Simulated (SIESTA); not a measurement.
Runs of SIESTA 5.4.2 on PbSe (Clausthalite). The structure is cubic, space group Fm-3m (No. 225). The conventional cell has a = 6.121 Å, b = 6.121 Å, c = 6.121 Å, α = 90.00°, β = 90.00°, γ = 90.00°. Pb (site symmetry m-3m) has 6 Se at 3.06 Å as nearest neighbours. Around Se (site symmetry m-3m) lie 6 Pb at 3.06 Å. 

```tsv
task	potentials or basis	cell	k mesh	optimiser	force tolerance	stress tolerance (GPa)	displacement	polarization grid	grid cutoff	gap on the mesh (eV)	pressure (GPa)
single point	PseudoDojo 0.4 standard (PBE files), DZ (energy shift 0.003 Ry; two zetas on semicore shells)	as given	8 × 8 × 8	-	-	-	-	-	500 Ry	0.49	3.4
relaxation of cell and atoms	PseudoDojo 0.4 standard (PBE files), DZP (energy shift 0.003 Ry; two zetas on semicore shells)	relaxed	6 × 6 × 6	Broyden	0.01 eV/Å	0.05	-	-	750 Ry	0.58	0.0
single point	PseudoDojo 0.4 standard (PBE files), SZ (energy shift 0.003 Ry)	as given	8 × 8 × 8	-	-	-	-	-	500 Ry	0.56	(a)
single point	PseudoDojo 0.4 standard (PBE files), TZP (energy shift 0.003 Ry; two zetas on semicore shells)	as given	8 × 8 × 8	-	-	-	-	-	500 Ry	0.35	3.4
single point	PseudoDojo 0.4 standard (PBE files), TZDP (energy shift 0.003 Ry; two zetas on semicore shells)	as given	8 × 8 × 8	-	-	-	-	-	500 Ry	0.35	3.0
single point	PseudoDojo 0.4 standard (PBE files), DZP (energy shift 0.003 Ry; two zetas on semicore shells)	as given	8 × 8 × 8	-	-	-	-	-	500 Ry	0.36	3.8
single point	PseudoDojo 0.4 standard (PBE files), SZP (energy shift 0.003 Ry)	as given	8 × 8 × 8	-	-	-	-	-	500 Ry	(d)	(c)
single point	PseudoDojo 0.4 standard (PBE files), DZDP (energy shift 0.003 Ry; two zetas on semicore shells)	as given	8 × 8 × 8	-	-	-	-	-	500 Ry	(b)	3.5
```

Alike in all rows: level PBE; no spin polarisation; smearing fermi-dirac 0.05 eV; energy shift 0.003 Ry.

Question: Fill in the values left out.

Answer: (a) 6.2; (b) 0.37; (c) 4.7; (d) 0.62.

Caveats: spin-orbit coupling is left out, which as a rule narrows the gap of such compounds by several tenths of an eV; the basis of atomic orbitals isn't converged, which shifts pressures, moduli and gaps; the basis has no polarisation orbitals (some runs).

A k mesh can miss the band edges, and the runs leave out spin-orbit coupling on Pb, Se.
